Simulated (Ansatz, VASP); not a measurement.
**One calculation of SnSe, two programs**

```xyz
2
Lattice="0.0000 3.0100 3.0100 3.0100 0.0000 3.0100 3.0100 3.0100 0.0000" Properties=species:S:1:pos:R:3 pbc="T T T"
Sn    0.0000    0.0000    0.0000
Se    3.0100    3.0100    3.0100
```

Alike in both runs: task single point; functional PBE; k mesh 9 × 9 × 9; occupations tetrahedron; no spin polarisation.

|  | VASP | Ansatz |
| --- | --- | --- |
| version | VASP 6.6.1 | Ansatz 0.2.0 |
| potentials or method | VASP PAW PBE potentials, release 64 (Sn_d, Se), cutoff 520 eV | all-electron LAPW, scalar-relativistic |

|  | VASP | Ansatz | Ansatz less VASP |
| --- | --- | --- | --- |
| gap on the k mesh at the Fermi level (eV) | 0.63 | 0.63 | +0.001 |
| pressure (GPa) | 1.0 | 1.0 | +0.01 |

Ansatz ran all-electron here, so the differences hold the error of VASP's frozen core and of both bases. Ansatz warned: «band_table_not_solved_further».
